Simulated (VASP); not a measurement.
The input files of a VASP run:

**KPOINTS**
```
kpoints
0
G
8 8 8
0 0 0
```

### INCAR
```
ALGO = Normal   ! blocked Davidson
NELM = 100   ! most electronic steps
ENCUT = 520
SYSTEM = NaBr
LASPH = .TRUE.
LREAL = .FALSE.
ISIF = 2
LWAVE = .FALSE.
LMAXMIX = 4   ! l cut-off of mixed one-centre charges
GGA = PE
ISMEAR = 0   ! Gaussian
SIGMA = 0.05   ! width (eV)
EDIFF = 1E-7   ! SCF stop (eV)
PREC = Accurate
LCHARG = .FALSE.
```

**POSCAR**
```
NaBr
4.1819990
  0.0000000000   0.7071068162   0.7071068162
  0.7071068162   0.0000000000   0.7071068162
  0.7071068162   0.7071068162   0.0000000000
Na Br
1 1
Direct
  0.0000000000   0.0000000000   0.0000000000
  0.5000000000   0.5000000000   0.5000000000
```

POTCAR, in this order: Na_pv Br (PBE.64 set). Program: vasp_std.

Task: Write an equivalent input for Ansatz.

Result: One equivalent input (not run):
Ansatz 0.2 input:
```yaml
crystal:
  lattice:
    - [0.0000000, 2.9571200, 2.9571200]
    - [2.9571200, 0.0000000, 2.9571200]
    - [2.9571200, 2.9571200, 0.0000000]
  atoms:
    - { symbol: Na, position: [0.0000000, 0.0000000, 0.0000000] }
    - { symbol: Br, position: [0.5000000, 0.5000000, 0.5000000] }
kpoints:
  mp_grid: { grid: [8, 8, 8] }
hamiltonian:
  xc: pbe
  pseudopotentials: { kind: paw }
scf:
  occupations: { method: gaussian, width: 0.05 }
  max_iter: 100
output: { forces: true, stress: true, eigenvalues: true }
```
What does not carry over: each code has its own PAW files, so the cut-off isn't converted (ENCUT is set for VASP's; basis.ecutwfc is left out, and Ansatz then takes the one that its files recommend); Ansatz stops its SCF on the density residual and VASP on the energy change (EDIFF).

The compound is NaBr in the rock salt structure. This cell is one point of a volume scan, at 0.94 of the reference volume.
